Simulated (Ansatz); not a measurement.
Crystal: Ta.

```
Ta
1.0
    -1.65128    1.65128    1.65128
     1.65128   -1.65128    1.65128
     1.65128    1.65128   -1.65128
Ta
1
Cartesian
  0.0000 0.0000 0.0000
```

| Property | Result |
| --- | --- |
| Program | Ansatz 0.2.0 |
| Task | relaxation of cell and atoms |
| Functional | PBE |
| Dispersion | D3(BJ) |
| Potentials or basis | all-electron LAPW, scalar-relativistic |
| Basis error allowed | 0.001 eV/atom |
| k mesh | 11 × 11 × 11 |
| Occupations | fermi-dirac, width 0.05 eV |
| Spin | no spin polarisation |

At the start: volume 18.01 Å³/atom.

How do energy, volume and symmetry change on relaxing?

Over 4 steps the energy falls by 3.6 meV/atom and the volume is 17.69 Å³/atom (-1.8 %); space group Im-3m (No. 229, to 0.05 Å).

The path:
| step | energy change (eV) | largest force (eV/Å) | volume (Å³) |
| --- | --- | --- | --- |
| 1 | 0.0000 | 0.0000 | 18.01 |
| 2 | -0.0036 | 0.0000 | 17.72 |
| 3 | -0.0036 | 0.0000 | 17.69 |
| 4 | -0.0036 | 0.0000 | 17.69 |

Final structure:
```
CELL_PARAMETERS angstrom
-1.64145 1.64145 1.64145
1.64145 -1.64145 1.64145
1.64145 1.64145 -1.64145
ATOMIC_POSITIONS crystal
Ta 0.00000 0.00000 0.00000
```
